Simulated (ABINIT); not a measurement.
# GaN (P6_3mc) in ABINIT: settings compared, part 2 of 2

ABINIT 10.8.3 (patched build). The steps go on from the part before.

**3. Band structure, PW91**

The input, run.abi:

```
ndtset 2

pp_dirpath "./"
pseudos "Ga.GGA_PBE-JTH.xml, N.GGA_PBE-JTH.xml"

acell 3*1.0
rprim
     6.0093290763     0.0000000000     0.0000000000
    -3.0046645382     5.2042316397     0.0000000000
     0.0000000000     0.0000000000     9.7623251598
ntypat 2
znucl 31 7
natom 4
typat 1 1 2 2
xred
     0.6666666667     0.3333333333     0.5000000000
     0.3333333333     0.6666666667     0.0000000000
     0.6666666667     0.3333333333     0.8750000000
     0.3333333333     0.6666666667     0.3750000000

ecut 31.0
pawecutdg 53.0
pawxcdev 0

ixc -109134

occopt 3
tsmear 0.05 eV

nstep 100

iomode 3
prtwf 0
prteig 0
prtebands 0
enunit 1
prtden1 1

kptopt1 1
ngkpt1 10 10 5
nshiftk1 1
shiftk1 0.0 0.0 0.0
nband1 22
tolvrs1 1.0e-9

iscf2 -2
getden2 1
nband2 28
nbdbuf2 4
tolwfr2 1.0e-11
kptopt2 -7
ndivsm2 6
prteig2 1
prtvol2 -3
kptbounds2
     0.0000000000     0.0000000000     0.0000000000
     0.5000000000     0.0000000000     0.0000000000
     0.3333333333     0.3333333333     0.0000000000
     0.0000000000     0.0000000000     0.0000000000
     0.0000000000     0.0000000000     0.5000000000
     0.5000000000     0.0000000000     0.5000000000
     0.3333333333     0.3333333333     0.5000000000
     0.0000000000     0.0000000000     0.5000000000
```

Potentials or basis: JTH PAW PBE v2.0.

Started as:

```sh
> abinit run.abi > log 2>&1
```

run.abo:

```text
.Version 10.8.3 of ABINIT
 DATASET    1 : space group P6_3 m c (#186); Bravais hP (primitive hexag.)
================================================================================
 Values of the parameters that define the memory need for DATASET  1.
     intxc =       0    ionmov =       0      iscf =      17    lmnmax =      18
     lnmax =       6     mgfft =      50  mpssoang =       3    mqgrid =    3200
     natom =       4  nloc_mem =       2    nspden =       1   nspinor =       1
    nsppol =       1      nsym =      12    n1xccc =       1    ntypat =       2
    occopt =       3   xclevel =       2
       mpw =        2541          nfft =       51200          nkpt =          42
 PAW method is used; the additional fine FFT grid is defined by:
   mgfftf=        64    nfftf =    102400
================================================================================
================================================================================

 DATASET    2 : space group P6_3 m c (#186); Bravais hP (primitive hexag.)
================================================================================
 Values of the parameters that define the memory need for DATASET  2.
     intxc =       0    ionmov =       0      iscf =      -2    lmnmax =      18
     lnmax =       6     mgfft =      50  mpssoang =       3    mqgrid =    3200
     natom =       4  nloc_mem =       2    nspden =       1   nspinor =       1
    nsppol =       1      nsym =      12    n1xccc =       1    ntypat =       2
    occopt =       3   xclevel =       2
       mpw =        2545          nfft =       51200          nkpt =          67
 PAW method is used; the additional fine FFT grid is defined by:
   mgfftf=        64    nfftf =    102400
================================================================================
================================================================================

--------------------------------------------------------------------------------
------------- Echo of variables that govern the present computation ------------
--------------------------------------------------------------------------------
 -outvars: echo values of preprocessed input variables --------
            acell      1.0000000000E+00  1.0000000000E+00  1.0000000000E+00 Bohr
              amu      6.97230000E+01  1.40067400E+01
             ecut      3.10000000E+01 Hartree
           enunit           1
           getden1          0
           getden2          1
             iscf1         17
             iscf2         -2
              ixc     -109134
           jdtset        1    2
           kptopt1          1
           kptopt2         -7
         kptrlatt       10    0    0      0   10    0      0    0    5
          kptrlen1     4.88116258E+01
          kptrlen2     3.00000000E+01
            natom           4
            nband1         22
            nband2         28
           nbdbuf1          0
           nbdbuf2          4
           ndtset           2
           ndivsm1          0
           ndivsm2          6
            ngfft          32      32      50
          ngfftdg          40      40      64
             nkpt1         42
             nkpt2         67
            nstep         100
             nsym          12
           ntypat           2
           occopt           3
[... 956 lines left out ...]
iteration_state: {dtset: 2, }
comment   : Summary of ground state results
lattice_vectors:
- [  6.0093291,   0.0000000,   0.0000000, ]
- [ -3.0046645,   5.2042316,   0.0000000, ]
- [  0.0000000,   0.0000000,   9.7623252, ]
lattice_lengths: [   6.00933,    6.00933,    9.76233, ]
lattice_angles: [ 90.000,  90.000, 120.000, ] # degrees, (23, 13, 12)
lattice_volume:   3.0530638E+02
convergence: {deltae:  0.000E+00, res2:  0.000E+00, residm:  9.997E-12, diffor:  0.000E+00, }
etotal    :  -1.78497729E+02
entropy   :   0.00000000E+00
fermie    :   2.51786141E-01
cartesian_stress_tensor: null
pressure_GPa: null
xred      :
- [  6.6667E-01,   3.3333E-01,   5.0000E-01, Ga]
- [  3.3333E-01,   6.6667E-01,   0.0000E+00, Ga]
- [  6.6667E-01,   3.3333E-01,   8.7500E-01,  N]
- [  3.3333E-01,   6.6667E-01,   3.7500E-01,  N]
cartesian_forces: null
force_length_stats: {min: null, max: null, mean: null, }
...

 Integrated electronic density in atomic spheres:
 ------------------------------------------------
 Atom  Sphere_radius  Integrated_density
    1        2.10359         11.19531181
    2        2.10359         11.19531181
    3        1.20497          2.56387069
    4        1.20497          2.56387069

================================================================================

 ----iterations are completed or convergence reached----

 Mean square residual over all n,k,spin=   50.146E-13; max=  99.968E-13
 reduced coordinates (array xred) for    4 atoms
       0.666666666667      0.333333333333      0.500000000000
       0.333333333333      0.666666666667      0.000000000000
       0.666666666667      0.333333333333      0.875000000000
       0.333333333333      0.666666666667      0.375000000000

 cartesian coordinates (angstrom) at end:
    1      1.58999999890987     0.91798692737376     2.58299999824324
    2     -0.00000000001764     1.83597385474752     0.00000000000000
    3      1.58999999890987     0.91798692737376     4.52024999692566
    4     -0.00000000001764     1.83597385474752     1.93724999868243
 length scales=  1.000000000000  1.000000000000  1.000000000000 bohr
              =  0.529177210544  0.529177210544  0.529177210544 angstroms
 Eigenvalues (   eV  ) for nkpt=  67  k points:
 kpt#   1, nband= 28, wtk=  1.00000, kpt=  0.0000  0.0000  0.0000 (reduced coord)
 -10.22028   -9.29083   -7.69205   -7.67079   -7.67079   -7.60736   -7.60736   -7.41819
  -7.41819   -7.31612   -7.31612   -6.03859   -1.30491    4.77245    4.77245    5.77340
   5.83338    5.83338    7.79612   10.11813   15.07675   15.74114   15.74114   16.66397
  17.58411   17.58411   20.47972   21.52301
 kpt#   2, nband= 28, wtk=  1.00000, kpt=  0.0455  0.0000  0.0000 (reduced coord)
 -10.19946   -9.28553   -7.68979   -7.66770   -7.66446   -7.60526   -7.60321   -7.41996
  -7.41851   -7.31991   -7.31561   -6.02368   -1.27514    4.60948    4.72722    5.61075
   5.75531    5.81531    8.00127   10.25922   15.03156   15.56032   15.79727   16.70358
  17.46017   17.63171   20.24889   21.36983
 kpt#   3, nband= 28, wtk=  1.00000, kpt=  0.0909  0.0000  0.0000 (reduced coord)
 -10.13864   -9.27058   -7.68192   -7.65897   -7.64609   -7.59819   -7.59106   -7.42516
  -7.41905   -7.33024   -7.31419   -5.97990   -1.18671    4.16847    4.59963    5.11828
   5.69093    5.76082    8.45176   10.62624   14.82878   15.19686   15.95336   16.75720
  17.20236   17.76345   19.69851   21.08577
 kpt#   4, nband= 28, wtk=  1.00000, kpt=  0.1364  0.0000  0.0000 (reduced coord)
 -10.04289   -9.24850   -7.66869   -7.64615   -7.61590   -7.58220   -7.57185   -7.43330
[... 304 lines left out ...]
  -9.59650   -9.59650   -7.64183   -7.64183   -7.63538   -7.63538   -7.41332   -7.41332
  -7.35796   -7.35796   -7.24092   -7.24092    1.94508    1.94508    4.87302    4.87302
   5.15801    5.15801   10.48714   10.48714   14.05813   14.05813   16.15705   16.15705
  16.47963   16.47963   22.31445   22.31446
 kpt#  66, nband= 28, wtk=  1.00000, kpt=  0.0256  0.0256  0.5000 (reduced coord)
  -9.63334   -9.63334   -7.64763   -7.64763   -7.64591   -7.64591   -7.38530   -7.38530
  -7.35766   -7.35766   -7.29962   -7.29962    1.96072    1.96072    5.17351    5.17351
   5.25685    5.25685   10.21778   10.21778   14.28163   14.28163   16.23344   16.23344
  16.31793   16.31793   22.26839   22.26840
 kpt#  67, nband= 28, wtk=  1.00000, kpt=  0.0000  0.0000  0.5000 (reduced coord)
  -9.64614   -9.64614   -7.64953   -7.64953   -7.64953   -7.64953   -7.35753   -7.35753
  -7.35753   -7.35753   -7.33725   -7.33725    1.96348    1.96348    5.28942    5.28942
   5.28942    5.28942   10.11349   10.11349   14.36617   14.36617   16.26282   16.26282
  16.26282   16.26282   22.20550   22.20550

== END DATASET(S) ==============================================================
================================================================================

 -outvars: echo values of variables after computation  --------
            acell      1.0000000000E+00  1.0000000000E+00  1.0000000000E+00 Bohr
           etotal1    -1.7849772929E+02
            fcart1     2.6884650739E-28  6.7261394812E-28 -2.6056217664E-03
                      -8.9615502462E-29  5.1739534470E-29 -2.6056217664E-03
                      -8.9615502462E-29 -3.6217674130E-28  2.6056217664E-03
                      -8.9615502462E-29 -3.6217674130E-28  2.6056217664E-03
            rprim      6.0093290763E+00  0.0000000000E+00  0.0000000000E+00
                      -3.0046645382E+00  5.2042316397E+00  0.0000000000E+00
                       0.0000000000E+00  0.0000000000E+00  9.7623251598E+00
           strten1    -2.1665204538E-04 -2.1665204478E-04 -2.9179986010E-04
                       0.0000000000E+00  0.0000000000E+00  1.9614767835E-13
           xangst      1.5899999989E+00  9.1798692737E-01  2.5829999982E+00
                      -1.7639790514E-11  1.8359738547E+00  0.0000000000E+00
                       1.5899999989E+00  9.1798692737E-01  4.5202499969E+00
                      -1.7639790514E-11  1.8359738547E+00  1.9372499987E+00
             xred      6.6666666667E-01  3.3333333333E-01  5.0000000000E-01
                       3.3333333333E-01  6.6666666667E-01  0.0000000000E+00
                       6.6666666667E-01  3.3333333333E-01  8.7500000000E-01
                       3.3333333333E-01  6.6666666667E-01  3.7500000000E-01
 Calculation completed.
```

Run time: 2.7 min. Hardware: 1 thread of Arm Neoverse V1, shared host; peak memory 0.18 GiB.

What came out:

| Item | Value |
| --- | --- |
| Free energy | -4857.1707 eV |
| Pressure | 7.1 GPa |
| Largest force | 0.134 eV/Å |
| Band gap on the k mesh | 1.96 eV, direct |
| Band gap along the path | 1.96 eV, direct |
| Valence electrons inside the program's atomic spheres | Ga 11.20; N 2.56 |

Forces in eV/Å, atoms in the order of the input:
```
Ga   0.000  0.000 -0.134
Ga   0.000  0.000 -0.134
N    0.000  0.000  0.134
N    0.000  0.000  0.134
```

Stress tensor (GPa, compression positive):
```
6.37 0.00 0.00
0.00 6.37 0.00
0.00 0.00 8.59
```

Levels at the corners of the path, in eV from the valence-band top:
```tsv
point	band 14	band 15	band 16	band 17	band 18	band 19	band 20	band 21	band 22	band 23
Γ	-1.06	-1.06	-0.06	0.00	0.00	1.96	4.28	9.24	9.91	9.91
M	-5.30	-4.27	-2.78	-2.26	-0.99	5.07	5.60	6.07	8.64	10.38
K	-5.36	-5.33	-3.03	-3.03	-2.71	5.14	7.84	7.84	8.43	9.92
Γ	-1.06	-1.06	-0.06	0.00	0.00	1.96	4.28	9.24	9.91	9.91
A	-3.87	-0.54	-0.54	-0.54	-0.54	4.28	4.28	8.53	8.53	10.43
L	-6.64	-1.96	-1.96	-1.92	-1.92	4.42	4.42	7.82	7.82	10.02
H	-6.20	-4.22	-4.22	-1.51	-1.51	6.48	6.48	7.33	7.33	9.07
A	-3.87	-0.54	-0.54	-0.54	-0.54	4.28	4.28	8.53	8.53	10.43
```

Caveat: the PAW data sets were made with another functional, which shifts forces and pressure a little.

**4. Band structure, WC**

Edit run.abi of step 3 so:

```diff
@@ -24,3 +24,3 @@
 
-ixc -109134
+ixc 23
```

Potentials or basis: JTH PAW PBE v2.0.

Started as:

```sh
> abinit run.abi > log 2>&1
```

run.abo:

```text
.Version 10.8.3 of ABINIT
 DATASET    1 : space group P6_3 m c (#186); Bravais hP (primitive hexag.)
================================================================================
 Values of the parameters that define the memory need for DATASET  1.
     intxc =       0    ionmov =       0      iscf =      17    lmnmax =      18
     lnmax =       6     mgfft =      50  mpssoang =       3    mqgrid =    3200
     natom =       4  nloc_mem =       2    nspden =       1   nspinor =       1
    nsppol =       1      nsym =      12    n1xccc =       1    ntypat =       2
    occopt =       3   xclevel =       2
       mpw =        2541          nfft =       51200          nkpt =          42
 PAW method is used; the additional fine FFT grid is defined by:
   mgfftf=        64    nfftf =    102400
================================================================================
================================================================================

 DATASET    2 : space group P6_3 m c (#186); Bravais hP (primitive hexag.)
================================================================================
 Values of the parameters that define the memory need for DATASET  2.
     intxc =       0    ionmov =       0      iscf =      -2    lmnmax =      18
     lnmax =       6     mgfft =      50  mpssoang =       3    mqgrid =    3200
     natom =       4  nloc_mem =       2    nspden =       1   nspinor =       1
[... 1382 lines left out ...]
  16.28417   16.28417   22.03487   22.03488
 kpt#  66, nband= 28, wtk=  1.00000, kpt=  0.0256  0.0256  0.5000 (reduced coord)
  -9.71834   -9.71834   -7.68525   -7.68525   -7.68344   -7.68344   -7.42496   -7.42496
  -7.39016   -7.39016   -7.34376   -7.34376    1.82956    1.82956    5.06735    5.06735
   5.15247    5.15247   10.04516   10.04516   14.06777   14.06777   16.03539   16.03539
  16.12155   16.12155   21.96974   21.96974
 kpt#  67, nband= 28, wtk=  1.00000, kpt=  0.0000  0.0000  0.5000 (reduced coord)
  -9.73169   -9.73169   -7.68712   -7.68712   -7.68712   -7.68712   -7.39002   -7.39002
  -7.39002   -7.39002   -7.38825   -7.38825    1.83195    1.83195    5.18552    5.18552
   5.18552    5.18552    9.93960    9.93960   14.15315   14.15315   16.06601   16.06601
  16.06601   16.06601   21.89976   21.89976

== END DATASET(S) ==============================================================
================================================================================

 -outvars: echo values of variables after computation  --------
            acell      1.0000000000E+00  1.0000000000E+00  1.0000000000E+00 Bohr
           etotal1    -1.7834698283E+02
            fcart1    -3.5846200985E-28 -3.1043720683E-28 -2.5489339618E-03
                      -0.0000000000E+00 -5.1739534471E-28 -2.5489339618E-03
                       7.1692401969E-28  7.2435348260E-28  2.5489339618E-03
                      -3.5846200985E-28  1.0347906894E-28  2.5489339618E-03
            rprim      6.0093290763E+00  0.0000000000E+00  0.0000000000E+00
                      -3.0046645382E+00  5.2042316397E+00  0.0000000000E+00
                       0.0000000000E+00  0.0000000000E+00  9.7623251598E+00
           strten1    -3.3687309315E-05 -3.3687308711E-05 -1.0750497119E-04
                       0.0000000000E+00  0.0000000000E+00  1.9790608061E-13
           xangst      1.5899999989E+00  9.1798692737E-01  2.5829999982E+00
                      -1.7639790514E-11  1.8359738547E+00  0.0000000000E+00
                       1.5899999989E+00  9.1798692737E-01  4.5202499969E+00
                      -1.7639790514E-11  1.8359738547E+00  1.9372499987E+00
             xred      6.6666666667E-01  3.3333333333E-01  5.0000000000E-01
                       3.3333333333E-01  6.6666666667E-01  0.0000000000E+00
                       6.6666666667E-01  3.3333333333E-01  8.7500000000E-01
                       3.3333333333E-01  6.6666666667E-01  3.7500000000E-01
 Calculation completed.
```

Wall time 2.6 min (1 thread of Arm Neoverse V1, shared host); peak memory 0.18 GiB.

Results:

```yaml
Free_energy: -4853.0686 eV
Pressure: 1.7 GPa
Largest_force: 0.131 eV/Å
Band_gap_on_the_k_mesh: 1.89 eV, direct
Band_gap_along_the_path: 1.89 eV, direct
Valence_electrons_inside_the_program's_atomic_spheres: Ga 11.20; N 2.55
```

Forces on the atoms (eV/Å):
```
Ga   0.000  0.000 -0.131
Ga   0.000  0.000 -0.131
N    0.000  0.000  0.131
N    0.000  0.000  0.131
```

Stress tensor (GPa, compression positive):
```
0.99 0.00 0.00
0.00 0.99 0.00
0.00 0.00 3.16
```

Levels at the corners of the path, in eV from the valence-band top:
| point | band 15 | band 16 | band 17 | band 18 | band 19 | band 20 | band 21 | band 22 |
| --- | --- | --- | --- | --- | --- | --- | --- | --- |
| Γ | -1.07 | -0.06 | 0.00 | 0.00 | 1.89 | 4.20 | 9.13 | 9.81 |
| M | -4.32 | -2.81 | -2.30 | -1.00 | 4.93 | 5.52 | 5.95 | 8.58 |
| K | -5.40 | -3.08 | -3.08 | -2.75 | 4.97 | 7.80 | 7.80 | 8.29 |
| Γ | -1.07 | -0.06 | 0.00 | 0.00 | 1.89 | 4.20 | 9.13 | 9.81 |
| A | -0.55 | -0.55 | -0.55 | -0.55 | 4.20 | 4.20 | 8.42 | 8.42 |
| L | -1.98 | -1.98 | -1.95 | -1.95 | 4.30 | 4.30 | 7.73 | 7.73 |
| H | -4.28 | -4.28 | -1.52 | -1.52 | 6.39 | 6.39 | 7.19 | 7.19 |
| A | -0.55 | -0.55 | -0.55 | -0.55 | 4.20 | 4.20 | 8.42 | 8.42 |

Caveat: the PAW data sets were made with another functional, which shifts forces and pressure a little.

**5. Overview**

```tsv
level	gap on the mesh (eV)	pressure (GPa)	largest force (eV/Å)
revPBE	1.98	11.0	0.14
PW91	1.96	7.1	0.13
WC	1.89	1.7	0.13
```

Alike in all rows: task band structure; potentials or basis JTH PAW PBE v2.0; no spin polarisation; cell as given; k mesh 10 × 10 × 5; cutoff (eV) 844; smearing fermi-dirac 0.05 eV.

On the cell as given the gap runs from 1.89 eV (WC) to 1.98 eV (revPBE). The pressure there spans 1.7 GPa (WC) to 11.0 GPa (revPBE); a positive pressure means that this level wants a larger cell, a negative one a smaller.

Caveats: the PAW data sets were made with another functional, which shifts forces and pressure a little.

Total energies depend on the potentials used, so only differences within one code and one set of settings carry meaning.

**6. How close it comes**

Step 2. A measured gap of GaN is 3.503 eV (direct; quoted in “Studying electronic properties in GaN without electrical contacts using γ-γ vs e−-γ Perturbed Angular Correlations”, 2019, pmc:6823545); the calculated 1.98 eV misses it by -1.52 eV. Spin-orbit coupling on Ga is left out. The value is that of revPBE, without temperature or zero-point motion. Semilocal functionals fall short of measured gaps as a rule.

Step 3. A measured gap of GaN is 3.503 eV (direct; quoted in “Studying electronic properties in GaN without electrical contacts using γ-γ vs e−-γ Perturbed Angular Correlations”, 2019, pmc:6823545); the calculated 1.96 eV misses it by -1.54 eV. Spin-orbit coupling on Ga is left out. The value is that of PW91, without temperature or zero-point motion. Semilocal functionals fall short of measured gaps as a rule.

Step 4. A measured gap of GaN is 3.503 eV (direct; quoted in “Studying electronic properties in GaN without electrical contacts using γ-γ vs e−-γ Perturbed Angular Correlations”, 2019, pmc:6823545); the calculated 1.89 eV misses it by -1.61 eV. Spin-orbit coupling on Ga is left out. The value is that of WC, without temperature or zero-point motion. Semilocal functionals fall short of measured gaps as a rule.
